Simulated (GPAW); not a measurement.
# C (Fd-3m) in GPAW: further runs

Aim: see how the results for C move with the level of theory and the settings. Levels: WC, PBE, optPBE-vdW. Tasks: equation of state, band structure.

Everything below comes from runs of GPAW 26.7.0. Logs are shortened: lines on timing, memory, paths and dates and some standing lists are left out, and cuts for length are marked. The log counts tension as positive stress, the text compression.

**What was measured.**

“Equation of state of cubic boron nitride at high pressures and temperatures”, 2007, arxiv:cond-mat/0702656 quotes, for a bulk crystal of C: bulk modulus 444.8 ± 0.8 GPa; bulk modulus 442 ± 5 GPa.

The runs below are set against these values where they give the same quantity.

## 1. The structure

Symmetry: Fd-3m, No. 227, cubic system. The conventional cell has a = 3.567 Å, b = 3.567 Å, c = 3.567 Å, α = 90.00°, β = 90.00°, γ = 90.00°. C (site symmetry -43m) is surrounded by 4 C at 1.54 Å.

This isn't the form of C at room conditions, which is graphite.

## 2. Equation of state, WC

run.py reads:

```python
from ase.eos import EquationOfState
from ase.io import Trajectory, read
from ase.units import GPa
from gpaw import GPAW, PW, setup_paths

setup_paths.insert(0, '.')

atoms = read('C.xyz')

traj = Trajectory('eos.traj', 'w')
volumes, energies = [], []
for x in [0.94, 0.96, 0.98, 1.0, 1.02, 1.04, 1.06]:
    a = atoms.copy()
    a.set_cell(atoms.cell * x**(1 / 3), scale_atoms=True)
    calc = GPAW(mode=PW(800),
                xc='WC',
                kpts={'size': (10, 10, 10), 'gamma': True},
                occupations={'name': 'fermi-dirac', 'width': 0.05},
                nbands=11,
                convergence={'density': 1e-05, 'energy': 1e-05},
                maxiter=150,
                txt=f'eos-{x:.2f}.txt')
    a.calc = calc
    energies.append(a.get_potential_energy(force_consistent=True))
    volumes.append(a.get_volume())
    p = -a.get_stress()[:3].mean() / GPa
    calc.write(f'eos-{x:.2f}.gpw')
    traj.write(a)
    print(f'{x:.2f} {volumes[-1]:10.4f} A^3 {energies[-1]:14.6f} eV {p:9.3f} GPa', flush=True)

v0, e0, B = EquationOfState(volumes, energies, eos='birchmurnaghan').fit()
print(f'V0 = {v0:.4f} A^3, E0 = {e0:.6f} eV, B0 = {B / GPa:.2f} GPa')
```

C.xyz reads:

```xyz
2
Lattice="0.0000000000 1.7833700000 1.7833700000 1.7833700000 0.0000000000 1.7833700000 1.7833700000 1.7833700000 0.0000000000" Properties=species:S:1:pos:R:3 pbc="T T T"
C      2.6750550000      2.6750550000      2.6750550000
C      1.7833700000      1.7833700000      1.7833700000
```

Potentials or basis: PAW data sets generated in the run's folder for this functional, pw.

The run is started by

```bash
$ gpaw-setup -f WC C
$ OMP_NUM_THREADS=1 python run.py
```

The log of the run:

```text
__  _  _
 | _ |_)|_||  |
 |__||  | ||/\| - 26.7.0

Input parameters:
  mode=PW(ecut=800.0),
  convergence={'density': 1e-05, 'energy': 1e-05},
  kpts=MonkhorstPack(size=(10, 10, 10), gamma=True),
  maxiter=150,
  nbands=11,
  occupations=Occupations(name='fermi-dirac', width=0.05),
  xc=XC(name='WC')

Diagonalizing LCAO Hamiltonian
Converting LCAO to pw mode

          C
       C

Atoms  # Å, Bohr magnetons
|   | symbol |        x |        y |        z |    initial magnetic moments |
|---|--------|----------|----------|----------|-----------------------------|
| 0 |      C | 2.620447 | 2.620447 | 2.620447 | ( 0.0000,  0.0000,  0.0000) |
| 1 |      C | 1.746964 | 1.746964 | 1.746964 | ( 0.0000,  0.0000,  0.0000) |

Unit cell  # Å
| periodic |        x |        y |        z |  lengths |    angles |
|----------|----------|----------|----------|----------|-----------|
|      yes | 0.000000 | 1.746964 | 1.746964 | 2.470581 | 60.000000 |
|      yes | 1.746964 | 0.000000 | 1.746964 | 2.470581 | 60.000000 |
|      yes | 1.746964 | 1.746964 | 0.000000 | 2.470581 | 60.000000 |

Number of symmetries: 24
Symmetry operations  # r_c * U_cc + t_c -> r_c
|    | kind |            matrix            |
|----|------|------------------------------|
|  0 |  E   |  1, 0, 0,  0, 1, 0,  0, 0, 1 |
|  1 |  σ   |  1, 0, 0,  0, 0, 1,  0, 1, 0 |
|  2 |  σ   |  1, 0,-1,  0, 1,-1,  0, 0,-1 |
|  3 |  C3  |  1, 0,-1,  0, 0,-1,  0, 1,-1 |
|  4 |  C3  |  1,-1, 0,  0,-1, 1,  0,-1, 0 |
|  5 |  σ   |  1,-1, 0,  0,-1, 0,  0,-1, 1 |
|  6 |  σ   |  0, 1, 0,  1, 0, 0,  0, 0, 1 |
|  7 |  C3  |  0, 1, 0,  0, 0, 1,  1, 0, 0 |
|  8 |  C2  |  0, 1,-1,  1, 0,-1,  0, 0,-1 |
|  9 |  S4  |  0, 1,-1,  0, 0,-1,  1, 0,-1 |
| 10 |  C3  |  0, 0, 1,  1, 0, 0,  0, 1, 0 |
| 11 |  σ   |  0, 0, 1,  0, 1, 0,  1, 0, 0 |
| 12 |  S4  |  0, 0,-1,  1, 0,-1,  0, 1,-1 |
| 13 |  C3  |  0, 0,-1,  0, 1,-1,  1, 0,-1 |
| 14 |  S4  |  0,-1, 1,  1,-1, 0,  0,-1, 0 |
| 15 |  C2  |  0,-1, 1,  0,-1, 0,  1,-1, 0 |
| 16 |  C3  |  0,-1, 0,  1,-1, 0,  0,-1, 1 |
| 17 |  S4  |  0,-1, 0,  0,-1, 1,  1,-1, 0 |
| 18 |  S4  | -1, 1, 0, -1, 0, 1, -1, 0, 0 |
| 19 |  C3  | -1, 1, 0, -1, 0, 0, -1, 0, 1 |
| 20 |  C3  | -1, 0, 1, -1, 1, 0, -1, 0, 0 |
| 21 |  S4  | -1, 0, 1, -1, 0, 0, -1, 1, 0 |
| 22 |  σ   | -1, 0, 0, -1, 1, 0, -1, 0, 1 |
| 23 |  C2  | -1, 0, 0, -1, 0, 1, -1, 1, 0 |

BZ-sampling:
  Number of BZ points: 1000
  Number of IBZ points: 47

  Monkhorst-Pack size: [10, 10, 10]
  Monkhorst-Pack shift: [0.05, 0.05, 0.05]

K-points  # in reciprocal-cell coordinates
|     |                                coordinates |     weight |
|-----|--------------------------------------------|------------|
|   0 | (  0.00000000,   0.00000000,   0.00000000) | 0.00100000 |
|   1 | (  0.10000000,   0.10000000,   0.00000000) | 0.00600000 |
|   2 | (  0.10000000,   0.10000000,   0.10000000) | 0.00800000 |
|   3 | (  0.20000000,   0.10000000,   0.10000000) | 0.01200000 |
|   4 | (  0.20000000,   0.20000000,   0.00000000) | 0.00600000 |
|   5 | (  0.20000000,   0.20000000,   0.10000000) | 0.02400000 |
|   6 | (  0.20000000,   0.20000000,   0.20000000) | 0.00800000 |
|   7 | (  0.30000000,   0.20000000,   0.10000000) | 0.02400000 |
|   8 | (  0.30000000,   0.20000000,   0.20000000) | 0.02400000 |
|   9 | (  0.30000000,   0.30000000,   0.00000000) | 0.00600000 |
| ... |                                            |            |
|  46 | (  0.50000000,   0.50000000,   0.50000000) | 0.00400000 |

Plane wave coefficients: 568
Cutoff: 800.0 eV

Spin-components: 1 (collinear spins)
Bands:           11
Projectors:      10
Spin-degeneracy: 2
Datatype:        complex128

Parallelization:
  kpt:    1
  domain: 1
  band:   1

Density:
  Valence electrons: 8.0
  Components: 1
  Grid points: [18 18 18]
  Charge: 0.0  # |e|

Potential:
  Grid points: [18 18 18]

species:
  C:
    name:    Carbon
    Z:       6.0
    valence: 4
    core:    2
    charge:  0.0  # [|e|]
    compensation charges:
      type: gauss
      rc: 0.20  # [Å]
      lmax: 2
    cutoffs:
      filter: 1.14  # [Å]
      core: 1.14  # [Å]
    projectors
    | kind |    occ | energy [eV] | rcut [Å] |
    |------|--------|-------------|----------|
    |   2s |  2.000 |     -13.666 |    0.635 |
    |   2p |  2.000 |      -5.241 |    0.635 |
    |    s |        |      13.545 |    0.635 |
    |    p |        |      21.971 |    0.635 |
    |    d |        |       0.000 |    0.635 |

    Using partial waves for C as LCAO basis

Reference energy: -2050.158335  # eV

eigensolver:
  PPCG
  Converge bands: occupied
  niter=2

density mixing:
  MSR1-Mixer
  Pratt-step length: 0.05
  Maximum mixing coefficient: 0.75
  Old densities: 10
  SVD Regularization: 0.005
  Good broyden scale: 1.0
  Trust region scale: 1.0
  Backstep threshold: 4.0
  History deletion threshold: 6.0
  Fourier metric: weight=20.0, sigma=0.015

occupation numbers:
  Fermi-Dirac:
    width: 0.0500  # eV

poisson solver:
  ecut: 6400.0  # eV

xc functional:
  name: WC with 2 nearest neighbor stencil

convergence criteria:
- Maximum integral of absolute [dens]ity change: 1e-05 electrons / valence electron
- Maximum [total energy] change in last 3 cyles: 1e-05 eV / valence electron
- Maximum integral of absolute [eigenst]ate change: 4e-08 eV^2 / valence electron
maximum number of iterations: 150

SCF iterations
|iter     | |      energy | eigst |  dens |
|---------|-|-------------|-------|-------|
|iter:   1| |  -19.708979 | +0.17 |       |
|iter:   2| |  -19.621692 | -2.77 | -0.78 |
|iter:   3| |  -19.063226 | -1.46 | -0.81 |
|iter:   4| |  -19.054158 | -2.64 | -1.48 |
|iter:   5| |  -19.054681 | -4.46 | -2.23 |
|iter:   6| |  -19.054687 | -6.57 | -3.41 |
|iter:   7| |  -19.054687c| -8.07c| -4.16 |
|iter:   8| |  -19.054687c| -8.97c| -5.50c|

Converged in 8 steps
Energy contributions relative to reference atoms: (reference = -2050.158335)

Energy contributions:
  Kinetic:          22.859651
  Coulomb:         -20.471000
  Zero:              0.044340
  External:          0.000000
  Xc:              -21.487678
  Entropy:          -0.000000
  Spinorbit:         0.000000
  ----------------------------
  Free energy:     -19.054687
  Extrapolated:    -19.054687

dipole moment: (2.131724, 2.131724, 2.131724)  # |e|*Ang

Fermi level: 14.890
Eigenvalues  # (at kpt = [0.000, 0.000, 0.000])
| band index |      eig [eV] | occ [0-2] |
|------------|---------------|-----------|
|          0 |        -9.282 |     2.000 |
|          1 |        13.041 |     2.000 |
|          2 |        13.041 |     2.000 |
|          3 |        13.041 |     2.000 |
|          4 |        18.788 |     0.000 |
|          5 |        18.788 |     0.000 |
|          6 |        18.788 |     0.000 |
|          7 |        27.834 |     0.000 |
|          8 |        32.886 |     0.000 |
|          9 |        40.335 |     0.000 |
|         10 |        41.015 |     0.000 |

Gap: 4.226 eV
Transition (v -> c):
  (s=0, k=0, n=3, [0.00, 0.00, 0.00]) -> (s=0, k=24, n=4, [0.40, 0.40, 0.00])
Direct/indirect transitions are different
Direct gap: 5.747 eV
Transition at: (s=0, k=0, n=3, [0.00, 0.00, 0.00])

Stress tensor  # eV/Ang^3
|         x |         y |         z |
|-----------|-----------|-----------|
| -0.155611 | -0.000000 |  0.000000 |
| -0.000000 | -0.155611 |  0.000000 |
|  0.000000 |  0.000000 | -0.155611 |

# Writing to eos-0.94.gpw (mode='')
```

Run time: 47 s. Hardware: 1 thread of Intel Xeon Platinum 8375C at 2.90GHz (Ice Lake), shared host; peak memory 0.18 GiB.

Results:

```
Equilibrium volume                      : 5.62 Å³/atom
Bulk modulus                            : 450 GPa
Pressure derivative of the bulk modulus : 3.7
```

Energy against volume, from the lowest point:
| volume (Å³/atom) | energy (meV/atom) |
| --- | --- |
| 5.332 | 21.33 |
| 5.445 | 6.98 |
| 5.558 | 0.13 |
| 5.672 | 0.00 |
| 5.785 | 6.00 |
| 5.899 | 17.65 |
| 6.012 | 34.33 |

## 3. Band structure, PBE

run.py reads:

```python
from ase.dft.bandgap import bandgap
from ase.io import read, write
from gpaw import GPAW

atoms = read('C.xyz')

calc = GPAW(mode='lcao',
            h=0.16,
            basis='szp(dzp)',
            xc='PBE',
            kpts={'size': (10, 10, 10), 'gamma': True},
            occupations={'name': 'fermi-dirac', 'width': 0.05},
            convergence={'density': 1e-05, 'energy': 1e-05},
            maxiter=150,
            txt='gpaw.txt')
atoms.calc = calc
energy = atoms.get_potential_energy()
forces = atoms.get_forces()
calc.write('gs.gpw')
write('result.traj', atoms)
print(f'Energy: {energy:.6f} eV')
print('Forces (eV/A):')
print(forces.round(4))
print('Fermi level:', round(calc.get_fermi_level(), 4), 'eV')
print(f'Gap: {bandgap(calc)[0]:.4f} eV, direct: {bandgap(calc, direct=True)[0]:.4f} eV')

path = atoms.cell.bandpath('GXWKGLUWLK,UX', npoints=80, eps=1e-4)
bs_calc = calc.fixed_density(kpts=path, symmetry='off', txt='bands.txt')
bs = bs_calc.band_structure()
bs.write('bs.json')
print(f'Gap on the path: {bandgap(bs_calc)[0]:.4f} eV')
```

C.xyz is that of step 2.

Potentials or basis: GPAW PAW data sets (gpaw-data 1.2.1), lcao:szp(dzp).

The run is started by

```bash
$ OMP_NUM_THREADS=1 python run.py
```

Run time: 76 s. Hardware: 1 thread of Intel Xeon Platinum 8375C at 2.90GHz (Ice Lake), shared host; peak memory 0.14 GiB.

These settings aren't checked as converged: the numbers below hold their error.

Results:

| Item | Value |
| --- | --- |
| Free energy | -16.9947 eV |
| Band gap on the k mesh | 4.67 eV, indirect (least direct gap 5.80 eV) |
| Band gap along the path | 4.64 eV, indirect (least direct gap 5.80 eV) |

Caveat: the real-space grid adds noise to forces; the basis of atomic orbitals isn't converged, which shifts pressures, moduli and gaps.

## 4. Band structure, PBE

run.py, as its differences from that of step 3:

```diff
@@ -1,6 +1,12 @@
 from ase.dft.bandgap import bandgap
-from ase.io import read, write
+from ase.io import write
+from ase.spacegroup import crystal
 from gpaw import GPAW
 
-atoms = read('C.xyz')
+# C 8a
+atoms = crystal(['C'],
+                basis=[[0.25, 0.25, 0.25]],
+                spacegroup=227, setting=1,  # Fd-3m
+                cellpar=[3.56674, 3.56674, 3.56674, 90.0, 90.0, 90.0],
+                primitive_cell=True)
 
@@ -8,3 +14,3 @@
             h=0.16,
-            basis='szp(dzp)',
+            basis='dzp',
             xc='PBE',
@@ -26,3 +32,3 @@
 
-path = atoms.cell.bandpath('GXWKGLUWLK,UX', npoints=80, eps=1e-4)
+path = atoms.cell.bandpath('GXWKGLUWLK,UX', npoints=60, eps=1e-4)
 bs_calc = calc.fixed_density(kpts=path, symmetry='off', txt='bands.txt')
```

Potentials or basis: GPAW PAW data sets (gpaw-data 1.2.1), lcao:dzp.

The run is started by

```bash
$ OMP_NUM_THREADS=1 python run.py
```

Run time: 2.3 min. Hardware: 1 thread of Intel Xeon Platinum 8375C at 2.90GHz (Ice Lake), shared host; peak memory 0.14 GiB.

It converged, with:

* Free energy: -17.8060 eV
* Band gap on the k mesh: 4.27 eV, indirect (least direct gap 5.63 eV)
* Band gap along the path: 4.23 eV, indirect (least direct gap 5.63 eV)

Levels at the corners of the path, in eV from the valence-band top:
| point | band 2 | band 3 | band 4 | band 5 | band 6 | band 7 |
| --- | --- | --- | --- | --- | --- | --- |
| Γ | -0.01 | -0.01 | 0.00 | 5.63 | 5.63 | 5.64 |
| X | -12.78 | -6.28 | -6.27 | 4.89 | 4.90 | 16.83 |
| W | -12.00 | -8.31 | -8.30 | 10.79 | 10.80 | 12.49 |
| K | -11.75 | -9.29 | -5.35 | 5.82 | 10.98 | 14.41 |
| Γ | -0.01 | -0.01 | 0.00 | 5.63 | 5.63 | 5.64 |
| L | -13.36 | -2.82 | -2.82 | 8.56 | 8.56 | 8.90 |
| U | -11.75 | -9.29 | -5.35 | 5.82 | 10.98 | 14.41 |
| W | -12.00 | -8.31 | -8.30 | 10.79 | 10.80 | 12.49 |
| L | -13.36 | -2.82 | -2.82 | 8.56 | 8.56 | 8.90 |
| K | -11.75 | -9.29 | -5.35 | 5.82 | 10.98 | 14.41 |
| U | -11.75 | -9.29 | -5.35 | 5.82 | 10.98 | 14.41 |
| X | -12.78 | -6.28 | -6.27 | 4.89 | 4.90 | 16.83 |

Caveat: the real-space grid adds noise to forces; the basis of atomic orbitals isn't converged, which shifts pressures, moduli and gaps. Expect the measured gap to be larger: semilocal functionals such as PBE lack the derivative discontinuity.

## 5. Equation of state, optPBE-vdW

run.py reads:

```python
from ase.eos import EquationOfState
from ase.io import Trajectory, read
from ase.units import GPa
from gpaw import GPAW, PW

atoms = read('POSCAR')

traj = Trajectory('eos.traj', 'w')
volumes, energies = [], []
for x in [0.94, 0.96, 0.98, 1.0, 1.02, 1.04, 1.06]:
    a = atoms.copy()
    a.set_cell(atoms.cell * x**(1 / 3), scale_atoms=True)
    calc = GPAW(mode=PW(800),
                xc={'name': 'optPBE-vdW', 'backend': 'libvdwxc'},
                kpts={'size': (10, 10, 10), 'gamma': True},
                occupations={'name': 'fermi-dirac', 'width': 0.05},
                nbands=11,
                convergence={'density': 1e-05, 'energy': 1e-05},
                maxiter=150,
                txt=f'eos-{x:.2f}.txt')
    a.calc = calc
    energies.append(a.get_potential_energy(force_consistent=True))
    volumes.append(a.get_volume())
    calc.write(f'eos-{x:.2f}.gpw')
    traj.write(a)
    print(f'{x:.2f} {volumes[-1]:10.4f} A^3 {energies[-1]:14.6f} eV', flush=True)

v0, e0, B = EquationOfState(volumes, energies, eos='birchmurnaghan').fit()
print(f'V0 = {v0:.4f} A^3, E0 = {e0:.6f} eV, B0 = {B / GPa:.2f} GPa')
```

POSCAR reads:

```
C
1.0
    0.0000000000      1.7833700000      1.7833700000
    1.7833700000      0.0000000000      1.7833700000
    1.7833700000      1.7833700000      0.0000000000
C
2
Direct
    0.7500000000      0.7500000000      0.7500000000
    0.5000000000      0.5000000000      0.5000000000
```

Potentials or basis: GPAW PAW data sets (gpaw-data 1.2.1), pw.

The run is started by

```bash
$ OMP_NUM_THREADS=1 python run.py
```

The log of the run:

```text
__  _  _
 | _ |_)|_||  |
 |__||  | ||/\| - 26.7.0

Input parameters:
  mode=PW(ecut=800.0),
  convergence={'density': 1e-05, 'energy': 1e-05},
  kpts=MonkhorstPack(size=(10, 10, 10), gamma=True),
  maxiter=150,
  nbands=11,
  occupations=Occupations(name='fermi-dirac', width=0.05),
  xc=XC(name='optPBE-vdW', backend='libvdwxc')

Diagonalizing LCAO Hamiltonian
Converting LCAO to pw mode

          C
       C

Atoms  # Å, Bohr magnetons
|   | symbol |        x |        y |        z |    initial magnetic moments |
|---|--------|----------|----------|----------|-----------------------------|
| 0 |      C | 2.620447 | 2.620447 | 2.620447 | ( 0.0000,  0.0000,  0.0000) |
| 1 |      C | 1.746964 | 1.746964 | 1.746964 | ( 0.0000,  0.0000,  0.0000) |

Unit cell  # Å
| periodic |        x |        y |        z |  lengths |    angles |
|----------|----------|----------|----------|----------|-----------|
|      yes | 0.000000 | 1.746964 | 1.746964 | 2.470581 | 60.000000 |
|      yes | 1.746964 | 0.000000 | 1.746964 | 2.470581 | 60.000000 |
[... 148 lines left out ...]
|iter:   4| |  -23.773571 | -2.49 | -1.45 |
|iter:   5| |  -23.774421 | -4.54 | -2.17 |
|iter:   6| |  -23.774427 | -6.46 | -3.30 |
|iter:   7| |  -23.774427c| -8.07c| -4.10 |
|iter:   8| |  -23.774427c| -8.15c| -5.14c|

Converged in 8 steps
Energy contributions relative to reference atoms: (reference = -2055.256231)

Energy contributions:
  Kinetic:          24.819197
  Coulomb:         -22.066953
  Zero:              0.035302
  External:          0.000000
  Xc:              -26.561973
  Entropy:           0.000000
  Spinorbit:         0.000000
  ----------------------------
  Free energy:     -23.774427
  Extrapolated:    -23.774427

dipole moment: (2.114017, 2.114017, 2.114017)  # |e|*Ang

Fermi level: 14.833
Eigenvalues  # (at kpt = [0.000, 0.000, 0.000])
| band index |      eig [eV] | occ [0-2] |
|------------|---------------|-----------|
|          0 |        -9.141 |     2.000 |
|          1 |        13.031 |     2.000 |
|          2 |        13.031 |     2.000 |
|          3 |        13.031 |     2.000 |
|          4 |        18.879 |     0.000 |
|          5 |        18.879 |     0.000 |
|          6 |        18.879 |     0.000 |
|          7 |        27.925 |     0.000 |
|          8 |        33.500 |     0.000 |
|          9 |        40.501 |     0.000 |
|         10 |        41.185 |     0.000 |

Gap: 4.503 eV
Transition (v -> c):
  (s=0, k=0, n=3, [0.00, 0.00, 0.00]) -> (s=0, k=24, n=4, [0.40, 0.40, 0.00])
Direct/indirect transitions are different
Direct gap: 5.848 eV
Transition at: (s=0, k=0, n=3, [0.00, 0.00, 0.00])
# Writing to eos-0.94.gpw (mode='')
```

stdout:

```text
0.94    10.6631 A^3     -23.774427 eV
0.96    10.8899 A^3     -23.818839 eV
0.98    11.1168 A^3     -23.848056 eV
1.00    11.3437 A^3     -23.863507 eV
1.02    11.5706 A^3     -23.866325 eV
1.04    11.7974 A^3     -23.857476 eV
1.06    12.0243 A^3     -23.838224 eV
V0 = 11.5091 A^3, E0 = -23.866714 eV, B0 = 423.51 GPa
```

It took 68 s on 1 thread of Intel Xeon Platinum 8375C at 2.90GHz (Ice Lake), shared host; peak memory 0.22 GiB.

Results:

```yaml
Equilibrium_volume: 5.75 Å³/atom
Bulk_modulus: 424 GPa
Pressure_derivative_of_the_bulk_modulus: 3.6
```

Energy against volume, from the lowest point:
```csv
volume (Å³/atom),energy (meV/atom)
5.332,45.95
5.445,23.74
5.558,9.13
5.672,1.41
5.785,0.00
5.899,4.42
6.012,14.05
```

Caveat: the PAW data sets were made with another functional, which shifts forces and pressure a little.

## 6. Overview

```csv
task,level,potentials or basis,cutoff (eV),band path,band points,grid spacing,V0 of scaled cells (Å³/atom),B0 (GPa)
equation of state,WC,"PAW data sets generated in the run's folder for this functional, pw",800,-,-,-,5.62,450
band structure,PBE,"GPAW PAW data sets (gpaw-data 1.2.1), lcao:dzp",-,"GXWKGLUWLK,UX",60,0.16 Å,-,-
equation of state,optPBE-vdW,"GPAW PAW data sets (gpaw-data 1.2.1), pw",800,-,-,-,5.75,424
```

Alike in all rows: no spin polarisation; cell as given; k mesh 10 × 10 × 10; smearing fermi-dirac 0.05 eV.

Caveats: the real-space grid adds noise to forces (some runs); the basis of atomic orbitals isn't converged, which shifts pressures, moduli and gaps (some runs); the PAW data sets were made with another functional, which shifts forces and pressure a little (some runs).

Total energies depend on the potentials used, so only differences within one code and one set of settings carry meaning.

## 7. Against experiment

Step 2. A measured bulk modulus of C is 444.8 GPa (quoted in “Equation of state of cubic boron nitride at high pressures and temperatures”, 2007, arxiv:cond-mat/0702656); the calculated 450 GPa misses it by +1.1 %. 3 values of this kind are on record (442 to 444.8 GPa); this one was drawn at random among those near their median, those with a stated uncertainty first. The fit is for a static lattice scaled at fixed shape and fixed fractional positions. The cell as given is a measured one (5.67 Å³/atom); WC puts the equilibrium volume -1.0 % from it, thermal expansion not counted.

Step 5. Measured bulk modulus of C: 442 GPa (quoted in “Equation of state of cubic boron nitride at high pressures and temperatures”, 2007, arxiv:cond-mat/0702656). This calculation gives 424 GPa (-4.2 %). 3 values of this kind are on record (442 to 444.8 GPa); this one was drawn at random among those near their median, those with a stated uncertainty first. The fit is for a static lattice scaled at fixed shape and fixed fractional positions. The cell as given is a measured one (5.67 Å³/atom); optPBE-vdW puts the equilibrium volume +1.5 % from it, thermal expansion not counted.
